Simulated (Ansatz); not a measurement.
MgS (F-43m) from a database structure was relaxed with 4 functionals in Ansatz, cell and atoms free, the symmetry of the start kept (meshes: PBE 8×8×8, r2SCAN 8×8×8, PBEsol 8×8×8, LDA 8×8×8). Calculated for a static, non-magnetic cell.

The PBEsol result:
```yaml
crystal:
  lattice:
    - [0.00000, 2.82567, 2.82567]
    - [2.82567, 0.00000, 2.82567]
    - [2.82567, 2.82567, 0.00000]
  atoms:
    - { symbol: Mg, position: [0.00000, 0.00000, 0.00000] }
    - { symbol: S, position: [0.75000, 0.75000, 0.75000] }
```

Space group F-43m (No. 216), cubic; a = 5.651 Å in the conventional setting, 22.56 Å³ an atom. Around Mg lie 4 S at 2.45 Å; around S lie 4 Mg at 2.45 Å.

(1) Order the functionals by the relaxed volume, smallest first.
A. LDA
B. PBE
C. r2SCAN
D. PBEsol

(2) What lattice does LDA give?

(3) What lattice does PBE give?

(4) Held at the r2SCAN cell, what mean stress do LDA and PBE find, and does its sign point to their own minimum?

Results:

(1) A (21.88 Å³/atom), D (22.56 Å³/atom), C (22.69 Å³/atom), B (23.12 Å³/atom).

(2) a = 5.594 Å; the volume differs by -3.0 % from PBEsol's. Mg has 4 S at 2.42 Å; S has 4 Mg at 2.42 Å.

(3) a = 5.697 Å; the volume differs by +2.5 % from PBEsol's. Mg is surrounded by 4 S at 2.47 Å; S is surrounded by 4 Mg at 2.47 Å.

(4) Yes. LDA -2.07 GPa, and its relaxed volume is -3.6 % from r2SCAN's; PBE +1.08 GPa, and its relaxed volume is +1.9 % from r2SCAN's. Compression counts positive, so a positive stress asks for a larger cell.
